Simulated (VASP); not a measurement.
Write the native input for VASP 6.6.1 that does the following.

```yaml
Task: relaxation of cell and atoms
Functional: PBEsol
Dispersion: D3(BJ)
Potentials_or_basis: VASP PAW PBE potentials, release 64 (B, N)
Cutoff: 600 eV
k_mesh: 12 × 12 × 12
Occupations: gaussian, width 0.02 eV
Spin: no spin polarisation
Dipole_correction: no
Further_INCAR_settings: ALGO = Fast; EDIFF = 1e-06; IBRION = 2; EDIFFG = -0.002; NSW = 100; ISIF = 3
```

The structure of BN lies in POSCAR:

```
BN
1.0
    1.2511217832      0.7223354983      3.3729344033
   -1.2511217832      0.7223354983      3.3729344033
    0.0000000000     -1.4446709967      3.3729344033
B N
1 1
Direct
    0.9996712000      0.9996712000      0.9996712000
    0.3327618000      0.3327618000      0.3327618000
```

The cell is a database's computed one.

The input as run:

INCAR

```
ALGO = Fast
EDIFF = 1E-6
EDIFFG = -0.002
ENCUT = 600
GGA = PS
IBRION = 2
ISIF = 3
ISMEAR = 0
IVDW = 12
LASPH = T
LCHARG = F
LREAL = F
LWAVE = F
NELM = 100
NSW = 100
PREC = Accurate
SIGMA = 0.02
```

KPOINTS

```
k-points
0
Gamma
  12 12 12
```

Potentials or basis: VASP PAW PBE potentials, release 64 (B, N).

Run with:

```console
$ cat potpaw_PBE.64/B/POTCAR potpaw_PBE.64/N/POTCAR > POTCAR
$ mpirun -np 1 vasp_std > vasp.out
```

It gave:

The relaxed volume is 8.55 Å³/atom and the relaxed cell is a = 3.472 Å, b = 3.472 Å, c = 3.472 Å, α = 42.21°, β = 42.21°, γ = 42.21°. The space group after relaxing (to 0.05 Å) is R3m (No. 160) and the energy gained by relaxing is 3.4 meV/atom. The ionic steps are 24, the pressure after relaxing is 0.0 GPa and the band gap on the k mesh is 4.00 eV, indirect (least direct gap 4.66 eV). The dispersion energy per atom is -0.106 eV.

Caveat: the PAW data sets were made with another functional, which shifts forces and pressure a little.

Wall time 8.4 min on 1 thread of Intel(R) Xeon(R) Platinum 8488C (Sapphire Rapids), on a shared host, peak memory 0.2 GiB.
